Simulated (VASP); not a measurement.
Crystal: Au.

```
CELL_PARAMETERS angstrom
2.74841 0.00000 0.00000
0.00000 2.74841 0.00000
0.00000 0.00000 2.74841
ATOMIC_POSITIONS crystal
Au 0.50000 0.50000 0.50000
```

The cell was built by a generator and needn't be a form met in nature.

Base run:

| Property | Result |
| --- | --- |
| Program | VASP 6.6.1 |
| Functional | PBE |
| Potentials or basis | VASP PAW PBE potentials, release 64 (Au) |
| Cutoff | 520 eV |
| k mesh | 10 × 10 × 10 |
| Occupations | fermi-dirac, width 0.05 eV |
| Spin | no spin polarisation |

Its results: pressure 0.0 GPa.

**Question.** The run is repeated on the same cell with these changes: functional from PBE to RPBE. What comes out?

**Answer.** Pressure 3.4 GPa.

RPBE binds less tightly than PBE, so the same cell stands under more pressure.

Caveats: the PAW data sets were made with another functional, which shifts forces and pressure a little (some runs).
